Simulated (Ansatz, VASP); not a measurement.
InP: VASP beside Ansatz

File INCAR:

```
PREC     = Accurate       # precision mode
ENCUT    = 520            # plane-wave cutoff, eV
EDIFF    = 1E-6           # SCF threshold, eV
ISMEAR   = 0              # smearing method
SIGMA    = 0.01           # smearing width, eV
LREAL    = F              # projectors in reciprocal space
LASPH    = T              # aspherical terms in the spheres
NELM     = 60             # most SCF steps
ALGO     = Normal         # electronic algorithm
ISIF     = 2              # what is computed and relaxed
LWAVE    = F              # write WAVECAR
LCHARG   = T              # write CHGCAR
LELF     = T              # ELF
LVHAR    = T            
NBANDS   = 16             # bands
```

Contents of KPOINTS:

```
regular mesh
0
Gamma
  6 6 6
```

The input POSCAR:

```
InP
1.0
    4.1443530000      0.0000000000      0.0000000000
    2.0721765000      3.5891149803      0.0000000000
    2.0721765000      1.1963716601      3.3838500547
In P
1 1
Direct
    0.0000000000      0.0000000000      0.0000000000
    0.2500000000      0.2500000000      0.2500000000
```

Input for Ansatz:

```yaml
crystal:
  lattice:
    a: 4.144353
    b: 4.144353
    c: 4.144353
    alpha: 60.0
    beta: 60.0
    gamma: 60.0
  atoms:
    - { symbol: In, position: [0.0, 0.0, 0.0] }
    - { symbol: P, position: [0.25, 0.25, 0.25] }
basis:
  ecutwfc: 476.19925930478996
kpoints:
  mp_grid:
    grid: [6, 6, 6]
hamiltonian:
  xc: lda
scf:
  occupations:
    method: fixed
output:
  forces: true
  stress: true
```

Alike in both runs: task single point; functional LDA; k mesh 6 × 6 × 6; no spin polarisation.

|  | VASP | Ansatz |
| --- | --- | --- |
| version | VASP 6.6.1 | Ansatz 0.2.0 |
| potentials or method | VASP PAW LDA potentials, release 64 (In_d, P) | plane waves, PAW |
| plane-wave cutoff (eV) | 520 | 476 |
| occupations | gaussian, width 0.01 eV | fixed |
| valence electrons in the cell | 18 | 18 |

|  | VASP | Ansatz | Ansatz less VASP |
| --- | --- | --- | --- |
| pressure (GPa) | -1.2 | -1.2 | -0.02 |
